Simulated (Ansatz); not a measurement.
# IrO2: the cost of one run

All numbers are computed with Ansatz 0.2.0, driven from Python. Level of theory: DFT PBE, plane waves, PAW.

A COD entry behind a cell of this session may itself be a prediction, so a difference from it is no test against experiment.

### 1 The structure

The structure is tetragonal, space group P4_2/mnm (No. 136). Conventional cell: a = 4.505 Å, b = 4.505 Å, c = 3.159 Å, α = 90.00°, β = 90.00°, γ = 90.00°. Ir (site symmetry mmm) is surrounded by 6 O at 1.96 to 2.00 Å. O (site symmetry m2m) is surrounded by 3 Ir at 1.96 to 2.00 Å.

No structure file is read: the coordinates are typed or built in the script.

### 2 The code

File compress_iro2.py:

```python
"""Volume and enthalpy of IrO2 against pressure."""

import warnings

import ansatz as az
import numpy as np
import pandas as pd

def edges_and_angles(cell):
    cell = np.asarray(cell)
    a, b, c = np.linalg.norm(cell, axis=1)
    cosines = cell[1] @ cell[2] / (b * c), cell[0] @ cell[2] / (a * c), cell[0] @ cell[1] / (a * b)
    return (a, b, c, *np.degrees(np.arccos(cosines)))


def main() -> None:
    warnings.simplefilter("ignore", az.DeckWarning)

    lattice = az.Lattice.of(
        (4.5051, 0.0, 0.0),
        (0.0, 4.5051, 0.0),
        (0.0, 0.0, 3.1586),
    )
    sites = [
        ("Ir", (0.0, 0.0, 0.0)),
        ("Ir", (0.5, 0.5, 0.5)),
        ("O", (0.3077, 0.3077, 0.0)),
        ("O", (0.1923, 0.8077, 0.5)),
        ("O", (0.6923, 0.6923, 0.0)),
        ("O", (0.8077, 0.1923, 0.5)),
    ]
    cell = az.Crystal(lattice=lattice)
    for symbol, position in sites:
        cell = cell.atom(symbol, position)

    calc = (
        cell.calculation()
        .functional("pbe")
        .kpoints(5, 5, 7)
        .occupations(az.OccupationsMethod.COLD, width=0.15)
    )

    # H = F + PV, with 1 GPa A^3 = 1/160.21766 eV
    rows = []
    for pressure in [0, 5, 10, 20]:
        done = calc.relax(cell=True, pressure=pressure, force_tolerance=0.02).run(threads=1)
        cell = done.lattice.cell_ang
        n_atoms = len(done.lattice.sites)
        volume = abs(np.linalg.det(cell)) / n_atoms
        enthalpy = done.report["free_energy_ev"] / n_atoms + pressure * volume / 160.21766
        rows.append((pressure, volume, enthalpy, *edges_and_angles(cell)))
        print(f"{pressure} GPa done: {volume:.4f} A^3/atom")

    table = pd.DataFrame(rows, columns=["P_GPa", "V_A3_atom", "H_eV_atom", "a", "b", "c", "alpha", "beta", "gamma"])
    print(table.round(4).to_string(index=False))
    p, v = np.array([row[0] for row in rows], float), np.array([row[1] for row in rows])
    print("mean bulk modulus between rows (GPa):", np.round(-np.diff(p) / np.diff(np.log(v)), 1))


if __name__ == "__main__":
    main()
```

### 3 What the engine is handed

The package turns the script's settings into the engine's input (first run):

```yaml
crystal:
  lattice:
    - [4.5051, 0.0, 0.0]
    - [0.0, 4.5051, 0.0]
    - [0.0, 0.0, 3.1586]
  atoms:
    - { symbol: Ir, position: [0.0, 0.0, 0.0] }
    - { symbol: Ir, position: [0.5, 0.5, 0.5] }
    - { symbol: O, position: [0.3077, 0.3077, 0.0] }
    - { symbol: O, position: [0.1923, 0.8077, 0.5] }
    - { symbol: O, position: [0.6923, 0.6923, 0.0] }
    - { symbol: O, position: [0.8077, 0.1923, 0.5] }
kpoints:
  mp_grid:
    grid: [5, 5, 7]
hamiltonian:
  xc: pbe
scf:
  occupations:
    method: cold
    width: 0.15
relax:
  f_tol: 0.02
  cell:
    p_target: 0.0
```

### 4 The run

Run with:

```bash
> python compress_iro2.py
```

What time and memory should one allow on 1 thread of Arm Neoverse V2, shared host?

About 61 s, with a peak of 0.46 GiB.
